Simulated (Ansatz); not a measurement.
# Sc: fixed spin moment, part 2 of 3

Aim: map the energy of Sc against its total spin moment, held by a constraint, beside free and non-magnetic runs and runs in a field. The runs shown use PAW.

Ansatz 0.2.0; DFT LDA; a database cell (COD). The steps go on from the part before.

### 6 Total moment held at 0.4 μB, PAW

This is Sc in the fcc structure; at room conditions it is hcp.

File input.yaml:

```yaml
crystal:
  lattice:
    - [0.0, 2.26, 2.26]
    - [2.26, 0.0, 2.26]
    - [2.26, 2.26, 0.0]
  atoms:
    - { symbol: Sc, position: [0.0, 0.0, 0.0], spin: 0.4 }
magnetization:
  spin_polarized: true
  initial_magnetization: 0.4
  spin_locking: { lock_magnetization: hard }
kpoints:
  mp_grid: { grid: [13, 13, 13] }
scf:
  occupations: { method: fermi_dirac, width: 0.03 }
  lower_state_search: "off"
hamiltonian:
  xc: lda
  pseudopotentials: { kind: paw }
output:
  forces: true
  stress: true
  eigenvalues: true
  write_density: true
  write_potential: true
  elf: true
  volumetric_format: npy
```

The run is started by

```sh
$ ansatz run input.yaml --threads 1 --pin off --max-ram 3072MiB --backend cpu --events-out ev --progress --plain --runs-dir out
```

Log:

```text
Warning: output.stress: scf.convergence.dr2_threshold = 1e-7 eV (the SCF's general default) is looser than the 1e-10 eV advised for a printed stress (1e-10 eV for each atom of the cell: 1). What an SCF threshold leaves in a stress goes as its square root, and in the free energy as the threshold itself, and one threshold admits the most on a small cell: of the crystals measured, under no hybrid functional and no lock of the moments, on runs that ended without the residual-converged pass, on stresses that held no estimate of that error, the worst erred by over 100 MPa in a component at 1e-7 eV an atom and by under 5 at 1e-10. Set scf.convergence.dr2_threshold to 1e-10 eV or tighter. The threshold is an SCF's pass mark: one that does not reach it within its budget of iterations ends unconverged, or closes short of it on a stop that the run arms, and scf.convergence.dr2_threshold's page says what that costs each kind of run
Engine: ansatz 0.2.0
Pseudopotentials: kind: paw
Pseudopotential: Sc, paw, valence charge 11, recommended cutoff 420 eV (normal)
Functional definition: SPW92
  exchange = slater_x
  correlation = pw_c
Crystal: 1 atoms, lattice volume = 23.086 Å³
Basis set: ecut = 420 eV, 459 PW (Γ)
Bands: 10, of which v1, the nominal top of the filled ones, is band 6 counted from 1 (5 counted from 0)
Symmetry: 48 space group operations
Space group: Fm-3m (ITA 225), of the structure as read, at distance tolerance 2.8e-5 Å
Magnetic group: BNS 225.116 (UNI 1618), of the structure as read, at distance tolerance 2.8e-5 Å
k-points: 84 of 2197
Non-local potential: Sc, projectors of the file, l = 0: 3, l = 1: 2, l = 2: 3, l = 3: 1
PAW form: soft (Blöchl's): semilocal exchange-correlation on the pseudo side does not see the compensation charge
PAW frozen core: Sc, regenerated for the run's functional, and the local potential with it (the file was generated under x = pbe(κ = 0.804, μ = 0.2195149727645171), c = pbe(β = 0.06672455060314922))
PAW one-centre angular grid: Sc, 590 points (default); XC on 64 Gauss nodes
Initial density: superposition of atomic densities (chi_scale 0.1, normalization cell)
Starting moments: Σ|m| = 0.4 μB on 1 of 1 site
Initial wavefunctions: pseudopotential atomic-orbital guess
Functional: x = slater, c = lda
iter 1 solved again at ethr=1.15e-3 eV; its pass at ethr=3.10e-3 eV (dr2=1.27e-1 eV) is discarded
SCF iter   1: F=—  HF=-2088.982108 eV  |F-HF|=—  |Δ(HF+E_count)|=         —  Δρ=2.18e-2 (↑2.18e-2 ↓4.80e-3)  dr2=1.28e-1  dr2_m=3.11e-2  M=0.400 μB ∫|m|=0.400 μB  β_m=0.30  ethr=1.15e-3  ⟨swp⟩=1.0  Hψ=11479  notcnv=0
preconditioner: auto → none  [metal: Δε(μ)=0.027 eV  Ē_g=4.179 eV  σ=0.030 eV  W_gap=0.22  n_scr=8 (ndim 8)  ℏωp=13.4 eV  f_vac=0.000  D(μ)=1.93/eV (n_scr^D=14)  sad-step TF]
SCF iter   2: F=—  HF=-2088.963228 eV  |F-HF|=—  |Δ(HF+E_count)|=   1.89e-2  Δρ=1.48e-2 (↑1.48e-2 ↓4.52e-3)  dr2=5.80e-2  dr2_m=1.59e-2  M=0.400 μB ∫|m|=0.400 μB  β_m=0.61  ethr=1.15e-3  ⟨swp⟩=2.1  Hψ=2455  notcnv=0
SCF iter   3: F=—  HF=-2088.952701 eV  |F-HF|=—  |Δ(HF+E_count)|=   1.05e-2  Δρ=1.37e-3 (↑1.17e-3 ↓1.37e-3)  dr2=4.53e-4  dr2_m=1.96e-4  M=0.400 μB ∫|m|=0.400 μB  β_m=0.74  ethr=5.27e-4  ⟨swp⟩=2.2  Hψ=2884  notcnv=0
SCF iter   4: F=—  HF=-2088.953007 eV  |F-HF|=—  |Δ(HF+E_count)|=   3.06e-4  Δρ=7.81e-5 (↑7.33e-5 ↓7.81e-5)  dr2=1.47e-6  dr2_m=1.78e-7  M=0.400 μB ∫|m|=0.400 μB  β_m=0.84  ethr=4.11e-6  ⟨swp⟩=2.8  Hψ=3210  notcnv=0
SCF iter   5: F=—  HF=-2088.953012 eV  |F-HF|=—  |Δ(HF+E_count)|=   5.32e-6  Δρ=3.36e-5 (↑3.36e-5 ↓3.25e-5)  dr2=9.64e-7  dr2_m=2.25e-8  M=0.400 μB ∫|m|=0.400 μB  β_m=0.86  ethr=9.09e-10  ⟨swp⟩=7.8  Hψ=10053  notcnv=0
iter 6 did not close the SCF: its close was put off for a magnetic moment that had not settled (scf_convergence_deferred on its scf_iter line)
SCF iter   6: F=-2088.953012 eV  HF=-2088.953012 eV  |F-HF|=1.36e-8  |Δ(HF+E_count)|=   1.58e-7  Δρ=8.08e-6 (↑8.08e-6 ↓1.39e-6)  dr2=1.84e-8  dr2_m=3.45e-9  M=0.400 μB ∫|m|=0.400 μB  β_m=0.85  ethr=9.09e-10  ⟨swp⟩=4.6  Hψ=7837  notcnv=0
iter 7 did not close the SCF: its close was put off for a magnetic moment that had not settled (scf_convergence_deferred on its scf_iter line)
SCF iter   7: F=-2088.953012 eV  HF=-2088.953012 eV  |F-HF|=1.68e-10  |Δ(HF+E_count)|=   3.99e-9  Δρ=8.95e-7 (↑8.95e-7 ↓7.16e-7)  dr2=7.93e-11  dr2_m=1.21e-10  M=0.400 μB ∫|m|=0.400 μB  β_m=0.93  ethr=1.68e-10  ⟨swp⟩=3.7  Hψ=7053  notcnv=0
SCF iter   8: F=-2088.953012 eV  HF=-2088.953012 eV  |F-HF|=1.36e-12  |Δ(HF+E_count)|=  2.78e-10  Δρ=6.37e-8 (↑4.99e-8 ↓6.37e-8)  dr2=4.87e-13  dr2_m=5.64e-13  M=0.400 μB ∫|m|=0.400 μB  ethr=1.00e-12  ⟨swp⟩=3.0  Hψ=6560  notcnv=0
SCF 1 converged in 8 iterations: F = -2088.953012 eV  dr2 = 4.87e-13
SCF converged after 8 iterations
Stability checked in part: among states of this total moment the steps that led to this state did not find it unstable. No probe was made; neither looks for a lower state of another moment (fixed_total_moment; see scf.lower_state_search)
Magnetization: 0.4000 μB (5.7000 up, 5.3000 down)
Absolute magnetization: 0.4000 μB (∫|ρ↑−ρ↓|, with the PAW one-centre terms)
Spin contamination: 0.0001 ħ² per cell (⟨S²⟩ above its minimum at these occupations)
Per-site moments (μB) at R_I (Å): [(0.2670727214828063, 1.3184005935223178)]
Free energy (F): -2088.953012 eV
Harris-Foulkes:  -2088.953012 eV  (|F-HF|=1.36e-12)
Internal energy: -2088.947061 eV  (E = F + TS)
E sigma→0 (E₀):  -2088.950036 eV
Entropy (-TS):   -0.005951 eV (-5.951 meV/atom)
Fermi energy:    9.818476 (↑ 9.902456, ↓ 9.734496) eV
--- Per-component energies (eV) ---
  E_band       = -159.286894
  E_kinetic    = 261.164013
  E_local      = -819.883620  (includes V_loc(G=0)·N_el)
  E_nonlocal   = 87.436407
  E_hartree    = 278.961388
  E_xc         = -103.049046
  E_vxc        = -128.462581  (∫ρ·V_xc dr)
  E_paw        = -910.201154  (= ΣΔE_a)
  E_vpaw       = -117.463915  (= ΣTr[D̂ρ^β])
  E_aug_tail   = 0.000007  (compensation charges beyond the density's cutoff)
  E_ewald      = -883.679978
  E_core_change = 0.304923  (= ΣΔE_core)
  E_smearing   = -0.005951  (= −TS)
  E_closure    = 0.000000  (closes the sum)
  Σ components = -2088.953012   (vs F -2088.953012, Δ=0.00e0)
--- Forces (eV/Å), atoms counted from 1 ---
  atom   1  Sc    -0.00000000    -0.00000000    -0.00000000
  max |Σ_I F_I| component: 5.14e-32 eV/Å
--- Stress (GPa, compression-positive) ---
       -1.334365      -0.000000       0.000000
        0.000000      -1.334365       0.000000
       -0.000000      -0.000000      -1.334365
  P = ⅓ Tr σ = -1.3344 GPa (-13.344 kbar)
--- Band table (eV; the first three rows and the last of 168) ---
  k-point 0 ↑: bands = ["-39.0436", "-17.6875", "-17.6875", "-17.6875", "4.4003", "11.3043", "11.3043", "11.3043", "12.8286", "12.8286"]
  k-point 1 ↑: bands = ["-39.0388", "-17.7179", "-17.6913", "-17.6913", "4.5595", "11.1840", "11.3646", "11.3646", "12.7855", "12.7855"]
  k-point 2 ↑: bands = ["-39.0258", "-17.8014", "-17.7019", "-17.7019", "5.0190", "10.8772", "11.4954", "11.4954", "12.7208", "12.7208"]
  k-point 83 ↓: bands = ["-38.7630", "-17.8607", "-17.8180", "-17.6902", "9.1884", "10.0402", "10.2673", "12.5594", "14.2026", "16.6866"]
```

Run time: 4.8 s. Hardware: 1 thread of Arm Neoverse V1, shared host; peak memory 0.28 GiB.

In short: total moment 0.40 μB; site moments Sc 0.27 μB; pressure -1.33 GPa; no gap.

The fields are shown in the conventional cell of this run's space group, carried over from its grid by interpolation.

Density in a lattice plane of the grid's cell (edges 4.52 and 4.52 Å, at 0.000 of the third edge), which holds Sc.

Ten even steps from ' ' (0.11 e/Å³) to '@' (7.45 e/Å³):
```
@@@@**==..                              ..==**@@
****==::                                  ::==**
--::..                                      ..::
                                                
                                                
                                                
                    ..::--::..                  
                  ::==******==::                
                ..==**@@@@@@**==..              
                ::==%%@@@@@@%%==::              
                ..==**@@@@@@**==..              
                  ::==******==::                
                    ..::--::..                  
                                                
                                                
                                                
--::..                                      ..::
****==::                                  ::==**
@@@@**==..                              ..==**@@
@@@@%%==::                              ::==%%@@
```
Columns run along the first of these edges and rows up along the second, over one cell in 24 and 20 even steps from the bottom left corner. Atoms in the plane (fractional): Sc at (0.00, 0.00), Sc at (0.50, 0.50).

ELF in the same plane.

Values, 12 rows by 12 columns:
```
0.54 0.71 0.46 0.12 0.36 0.64 0.69 0.64 0.36 0.11 0.46 0.72
0.59 0.46 0.16 0.16 0.34 0.36 0.34 0.36 0.34 0.16 0.16 0.46
0.13 0.12 0.16 0.22 0.16 0.12 0.13 0.11 0.16 0.22 0.16 0.11
0.34 0.36 0.34 0.16 0.16 0.46 0.59 0.46 0.16 0.16 0.34 0.36
0.69 0.64 0.36 0.12 0.46 0.71 0.54 0.72 0.46 0.11 0.36 0.64
0.76 0.69 0.34 0.13 0.59 0.54 0.00 0.54 0.59 0.13 0.34 0.69
0.69 0.64 0.36 0.11 0.46 0.72 0.54 0.71 0.46 0.12 0.36 0.64
0.34 0.36 0.34 0.16 0.16 0.46 0.59 0.46 0.16 0.16 0.34 0.36
0.13 0.11 0.16 0.22 0.16 0.11 0.13 0.12 0.16 0.22 0.16 0.12
0.59 0.46 0.16 0.16 0.34 0.36 0.34 0.36 0.34 0.16 0.16 0.46
0.54 0.72 0.46 0.11 0.36 0.64 0.69 0.64 0.36 0.12 0.46 0.71
0.00 0.54 0.59 0.13 0.34 0.69 0.76 0.69 0.34 0.13 0.59 0.54
```
Columns run along the first of these edges and rows up along the second, over one cell in 12 and 12 even steps from the bottom left corner. Atoms in the plane (fractional): Sc at (0.00, 0.00), Sc at (0.50, 0.50).

Both are smooth fields of the valence electrons: close to the nuclei they are not physical.

Spin density (up less down) in a lattice plane of the grid's cell (edges 4.52 and 4.52 Å, at 0.000 of the third edge), which holds Sc.

Values in e/Å³, 12 rows by 12 columns:
```
0.08 0.06 0.02 0.01 0.01 0.01 0.01 0.01 0.01 0.01 0.02 0.06
0.02 0.02 0.02 0.01 0.01 0.01 0.01 0.01 0.01 0.01 0.02 0.02
0.01 0.01 0.01 0.01 0.01 0.01 0.01 0.01 0.01 0.01 0.01 0.01
0.01 0.01 0.01 0.01 0.02 0.02 0.02 0.02 0.02 0.01 0.01 0.01
0.01 0.01 0.01 0.01 0.02 0.06 0.08 0.06 0.02 0.01 0.01 0.01
0.01 0.01 0.01 0.01 0.02 0.08 0.13 0.08 0.02 0.01 0.01 0.01
0.01 0.01 0.01 0.01 0.02 0.06 0.08 0.06 0.02 0.01 0.01 0.01
0.01 0.01 0.01 0.01 0.02 0.02 0.02 0.02 0.02 0.01 0.01 0.01
0.01 0.01 0.01 0.01 0.01 0.01 0.01 0.01 0.01 0.01 0.01 0.01
0.02 0.02 0.02 0.01 0.01 0.01 0.01 0.01 0.01 0.01 0.02 0.02
0.08 0.06 0.02 0.01 0.01 0.01 0.01 0.01 0.01 0.01 0.02 0.06
0.13 0.08 0.02 0.01 0.01 0.01 0.01 0.01 0.01 0.01 0.02 0.08
```
Columns run along the first of these edges and rows up along the second, over one cell in 12 and 12 even steps from the bottom left corner. Atoms in the plane (fractional): Sc at (0.00, 0.00), Sc at (0.50, 0.50).

Maxima of ELF outside the ion cores: 0.76 between the atoms, 2.3 Å from Sc.

### 7 Total moment held at 0.6 μB, PAW

File input.yaml:

```yaml
crystal:
  lattice:
    - [0.0, 2.26, 2.26]
    - [2.26, 0.0, 2.26]
    - [2.26, 2.26, 0.0]
  atoms:
    - { symbol: Sc, position: [0.0, 0.0, 0.0], spin: 0.6 }
magnetization:
  spin_polarized: true
  initial_magnetization: 0.6
  spin_locking: { lock_magnetization: hard }
kpoints:
  mp_grid: { grid: [13, 13, 13] }
scf:
  occupations: { method: fermi_dirac, width: 0.03 }
  lower_state_search: "off"
hamiltonian:
  xc: lda
  pseudopotentials: { kind: paw }
output:
  forces: true
  stress: true
  eigenvalues: true
```

The run is started by

```sh
$ ansatz run input.yaml --threads 1 --pin off --max-ram 3072MiB --backend cpu --events-out ev --progress --plain --runs-dir out
```

Log, cut to the lines that bear on the results:

```text
Warning: output.stress: scf.convergence.dr2_threshold = 1e-7 eV (the SCF's general default) is looser than the 1e-10 eV advised for a printed stress (1e-10 eV for each atom of the cell: 1). What an SCF threshold leaves in a stress goes as its square root, and in the free energy as the [...]
[... 3 set-up lines as earlier in the session ...]
[...]
Crystal: 1 atoms, lattice volume = 23.086 Å³
Basis set: ecut = 420 eV, 459 PW (Γ)
[...]
E sigma→0 (E₀):  -2088.929142 eV
Entropy (-TS):   -0.004968 eV (-4.968 meV/atom)
Fermi energy:    9.814243 (↑ 9.947488, ↓ 9.680997) eV
[...]
--- Forces (eV/Å), atoms counted from 1 ---
  atom   1  Sc    -0.00000000     0.00000000     0.00000000
[...]
--- Stress (GPa, compression-positive) ---
       -0.742957       0.000000       0.000000
        0.000000      -0.742957       0.000000
        0.000000       0.000000      -0.742957
  P = ⅓ Tr σ = -0.7430 GPa (-7.430 kbar)
--- Band table (eV; the first three rows and the last of 168) ---
  k-point 0 ↑: bands = ["-39.0973", "-17.7414", "-17.7414", "-17.7414", "4.3273", "11.2390", "11.2390", "11.2390", "12.7780", "12.7780"]
[...]
```

Wall time 2.9 s (1 thread of Arm Neoverse V1, shared host); peak memory 0.28 GiB.

Result: total moment 0.60 μB; site moments Sc 0.40 μB; pressure -0.74 GPa; no gap.

### 8 Total moment held at 0.9 μB, PAW

Changes to input.yaml since step 7:

```diff
@@ -6,6 +6,6 @@
   atoms:
-    - { symbol: Sc, position: [0.0, 0.0, 0.0], spin: 0.6 }
+    - { symbol: Sc, position: [0.0, 0.0, 0.0], spin: 0.9 }
 magnetization:
   spin_polarized: true
-  initial_magnetization: 0.6
+  initial_magnetization: 0.9
   spin_locking: { lock_magnetization: hard }
```

The run is started by

```sh
$ ansatz run input.yaml --threads 1 --pin off --max-ram 3072MiB --backend cpu --events-out ev --progress --plain --runs-dir out
```

Log, cut to the lines that bear on the results:

```text
Warning: output.stress: scf.convergence.dr2_threshold = 1e-7 eV (the SCF's general default) is looser than the 1e-10 eV advised for a printed stress (1e-10 eV for each atom of the cell: 1). What an SCF threshold leaves in a stress goes as its square root, and in the free energy as the [...]
[... 3 set-up lines as earlier in the session ...]
[...]
Crystal: 1 atoms, lattice volume = 23.086 Å³
Basis set: ecut = 420 eV, 459 PW (Γ)
[...]
E sigma→0 (E₀):  -2088.879686 eV
Entropy (-TS):   -0.003846 eV (-3.846 meV/atom)
Fermi energy:    9.811265 (↑ 10.020749, ↓ 9.601781) eV
[...]
--- Forces (eV/Å), atoms counted from 1 ---
  atom   1  Sc    -0.00000000     0.00000000     0.00000000
[...]
--- Stress (GPa, compression-positive) ---
        0.183290      -0.000000      -0.000000
       -0.000000       0.183290      -0.000000
        0.000000      -0.000000       0.183290
  P = ⅓ Tr σ = 0.1833 GPa (1.833 kbar)
--- Band table (eV; the first three rows and the last of 168) ---
  k-point 0 ↑: bands = ["-39.1600", "-17.8058", "-17.8058", "-17.8058", "4.2295", "11.1476", "11.1476", "11.1476", "12.7206", "12.7206"]
[...]
```

It took 2.9 s on 1 thread of Arm Neoverse V1, shared host; peak memory 0.28 GiB.

Read from it: total moment 0.90 μB; site moments Sc 0.61 μB; pressure 0.18 GPa; no gap.

### 9 Total moment held at 1.2 μB, PAW

Changes to input.yaml since step 8:

```diff
@@ -6,6 +6,6 @@
   atoms:
-    - { symbol: Sc, position: [0.0, 0.0, 0.0], spin: 0.9 }
+    - { symbol: Sc, position: [0.0, 0.0, 0.0], spin: 1.2 }
 magnetization:
   spin_polarized: true
-  initial_magnetization: 0.9
+  initial_magnetization: 1.2
   spin_locking: { lock_magnetization: hard }
```

The run is started by

```sh
$ ansatz run input.yaml --threads 1 --pin off --max-ram 3072MiB --backend cpu --events-out ev --progress --plain --runs-dir out
```

Log:

```text
Warning: output.stress: scf.convergence.dr2_threshold = 1e-7 eV (the SCF's general default) is looser than the 1e-10 eV advised for a printed stress (1e-10 eV for each atom of the cell: 1). What an SCF threshold leaves in a stress goes as its square root, and in the free energy as the threshold itself, and one threshold admits the most on a small cell: of the crystals measured, under no hybrid functional and no lock of the moments, on runs that ended without the residual-converged pass, on stresses that held no estimate of that error, the worst erred by over 100 MPa in a component at 1e-7 eV an atom and by under 5 at 1e-10. Set scf.convergence.dr2_threshold to 1e-10 eV or tighter. The threshold is an SCF's pass mark: one that does not reach it within its budget of iterations ends unconverged, or closes short of it on a stop that the run arms, and scf.convergence.dr2_threshold's page says what that costs each kind of run
[... 6 set-up lines as earlier in the session ...]
Crystal: 1 atoms, lattice volume = 23.086 Å³
Basis set: ecut = 420 eV, 459 PW (Γ)
Bands: 11, of which v1, the nominal top of the filled ones, is band 6 counted from 1 (5 counted from 0)
[... 2 set-up lines as earlier in the session ...]
Magnetic group: BNS 225.116 (UNI 1618), of the structure as read, at distance tolerance 2.8e-5 Å
k-points: 84 of 2197
[... 5 set-up lines as earlier in the session ...]
Starting moments: Σ|m| = 1.2 μB on 1 of 1 site
[... 2 set-up lines as earlier in the session ...]
iter 1 solved again at ethr=6.85e-4 eV; its pass at ethr=3.10e-3 eV (dr2=7.53e-2 eV) is discarded
SCF iter   1: F=—  HF=-2088.680731 eV  |F-HF|=—  |Δ(HF+E_count)|=         —  Δρ=4.29e-2 (↑4.29e-2 ↓2.83e-2)  dr2=7.64e-2  dr2_m=2.65e-1  M=1.200 μB ∫|m|=1.200 μB  β_m=0.30  ethr=6.85e-4  ⟨swp⟩=1.0  Hψ=12253  notcnv=0
preconditioner: auto → none  [metal: Δε(μ)=0.023 eV  Ē_g=5.246 eV  σ=0.030 eV  W_gap=0.19  n_scr=8 (ndim 8)  ℏωp=13.4 eV  f_vac=0.000  D(μ)=1.28/eV (n_scr^D=14)  sad-step TF]
SCF iter   2: F=—  HF=-2088.736580 eV  |F-HF|=—  |Δ(HF+E_count)|=   5.58e-2  Δρ=3.06e-2 (↑3.06e-2 ↓2.10e-2)  dr2=4.04e-2  dr2_m=1.38e-1  M=1.200 μB ∫|m|=1.200 μB  β_m=0.65  ethr=6.85e-4  ⟨swp⟩=2.3  Hψ=2806  notcnv=0
SCF iter   3: F=—  HF=-2088.799017 eV  |F-HF|=—  |Δ(HF+E_count)|=   6.24e-2  Δρ=8.04e-4 (↑6.49e-4 ↓8.04e-4)  dr2=2.63e-4  dr2_m=4.51e-5  M=1.200 μB ∫|m|=1.200 μB  β_m=0.73  ethr=3.67e-4  ⟨swp⟩=2.2  Hψ=3183  notcnv=0  defer=1
SCF iter   4: F=—  HF=-2088.799102 eV  |F-HF|=—  |Δ(HF+E_count)|=   8.50e-5  Δρ=2.85e-4 (↑2.85e-4 ↓1.02e-4)  dr2=1.86e-5  dr2_m=4.34e-6  M=1.200 μB ∫|m|=1.200 μB  β_m=0.74  ethr=2.39e-6  ⟨swp⟩=2.2  Hψ=2963  notcnv=0  defer=1
SCF iter   5: F=—  HF=-2088.799107 eV  |F-HF|=—  |Δ(HF+E_count)|=   4.74e-6  Δρ=8.68e-5 (↑8.68e-5 ↓3.07e-5)  dr2=2.46e-6  dr2_m=2.64e-7  M=1.200 μB ∫|m|=1.200 μB  β_m=0.67  ethr=1.69e-7  ⟨swp⟩=2.1  Hψ=2764  notcnv=0  defer=1
iter 6 did not close the SCF: its close was put off for a magnetic moment that had not settled (scf_convergence_deferred on its scf_iter line)
SCF iter   6: F=-2088.799106 eV  HF=-2088.799106 eV  |F-HF|=5.45e-8  |Δ(HF+E_count)|=   7.60e-7  Δρ=1.18e-5 (↑1.18e-5 ↓7.88e-6)  dr2=9.49e-9  dr2_m=1.59e-8  M=1.200 μB ∫|m|=1.200 μB  β_m=0.78  ethr=9.09e-10  ⟨swp⟩=2.6  Hψ=6322  notcnv=0
iter 7 did not close the SCF: its close was put off for a magnetic moment that had not settled (scf_convergence_deferred on its scf_iter line)
SCF iter   7: F=-2088.799106 eV  HF=-2088.799106 eV  |F-HF|=1.85e-9  |Δ(HF+E_count)|=   5.80e-8  Δρ=2.22e-6 (↑2.22e-6 ↓1.76e-6)  dr2=2.01e-10  dr2_m=7.17e-10  M=1.200 μB ∫|m|=1.200 μB  β_m=0.89  ethr=8.63e-11  ⟨swp⟩=1.0  Hψ=5325  notcnv=0
SCF iter   8: F=-2088.799106 eV  HF=-2088.799106 eV  |F-HF|=1.96e-11  |Δ(HF+E_count)|=   2.13e-9  Δρ=2.17e-7 (↑2.17e-7 ↓1.95e-7)  dr2=1.47e-12  dr2_m=8.21e-12  M=1.200 μB ∫|m|=1.200 μB  ethr=1.83e-12  ⟨swp⟩=1.0  Hψ=5222  notcnv=0
the search or the solves at the SCF's close seem to have found levels that the self-consistency loop had missed (the run counts 2). By its estimate they hold under 1e-12 electrons; where the run keeps them, the occupations were computed again with them
SCF 1 converged in 8 iterations: F = -2088.799106 eV  dr2 = 1.47e-12
SCF converged after 8 iterations
Stability checked in part: among states of this total moment the steps that led to this state did not find it unstable. No probe was made; neither looks for a lower state of another moment (fixed_total_moment; see scf.lower_state_search)
Magnetization: 1.2000 μB (6.1000 up, 4.9000 down)
Absolute magnetization: 1.2000 μB (∫|ρ↑−ρ↓|, with the PAW one-centre terms)
Spin contamination: 0.0006 ħ² per cell (⟨S²⟩ above its minimum at these occupations)
Per-site moments (μB) at R_I (Å): [(0.8184792450730501, 1.3184005935223178)]
Free energy (F): -2088.799106 eV
Harris-Foulkes:  -2088.799106 eV  (|F-HF|=1.96e-11)
Internal energy: -2088.794906 eV  (E = F + TS)
E sigma→0 (E₀):  -2088.797006 eV
Entropy (-TS):   -0.004200 eV (-4.200 meV/atom)
Fermi energy:    9.803326 (↑ 10.131833, ↓ 9.474819) eV
--- Per-component energies (eV) ---
  E_band       = -158.818468
  E_kinetic    = 261.661219
  E_local      = -820.515549  (includes V_loc(G=0)·N_el)
  E_nonlocal   = 87.602819
  E_hartree    = 279.378936
  E_xc         = -103.233665
  E_vxc        = -128.725659  (∫ρ·V_xc dr)
  E_paw        = -910.313619  (= ΣΔE_a)
  E_vpaw       = -117.599194  (= ΣTr[D̂ρ^β])
  E_aug_tail   = 0.000007  (compensation charges beyond the density's cutoff)
  E_ewald      = -883.679978
  E_core_change = 0.304923  (= ΣΔE_core)
  E_smearing   = -0.004200  (= −TS)
  E_closure    = 0.000000  (closes the sum)
  Σ components = -2088.799106   (vs F -2088.799106, Δ=0.00e0)
--- Forces (eV/Å), atoms counted from 1 ---
  atom   1  Sc    -0.00000000    -0.00000000     0.00000000
  max |Σ_I F_I| component: 1.15e-31 eV/Å
--- Stress (GPa, compression-positive) ---
        1.227764       0.000000      -0.000000
       -0.000000       1.227764      -0.000000
        0.000000       0.000000       1.227764
  P = ⅓ Tr σ = 1.2278 GPa (12.278 kbar)
--- Band table (eV; the first three rows and the last of 168) ---
  k-point 0 ↑: bands = ["-39.1691", "-17.8189", "-17.8189", "-17.8189", "4.1328", "11.1011", "11.1011", "11.1011", "12.6890", "12.6890", "22.1115"]
  k-point 1 ↑: bands = ["-39.1643", "-17.8497", "-17.8228", "-17.8228", "4.2923", "10.9776", "11.1619", "11.1619", "12.6450", "12.6450", "22.2900"]
  k-point 2 ↑: bands = ["-39.1511", "-17.9343", "-17.8335", "-17.8335", "4.7526", "10.6633", "11.2956", "11.2956", "12.5768", "12.5768", "22.3844"]
  k-point 83 ↓: bands = ["-38.5289", "-17.6212", "-17.5788", "-17.4525", "9.4437", "10.3748", "10.6015", "12.7980", "14.4776", "16.9893", "17.9821"]
```

It took 4.3 s on 1 thread of Arm Neoverse V1, shared host; peak memory 0.28 GiB.

Result: total moment 1.20 μB; site moments Sc 0.82 μB; pressure 1.23 GPa; no gap.

(Part 2 of 3 ends here.)
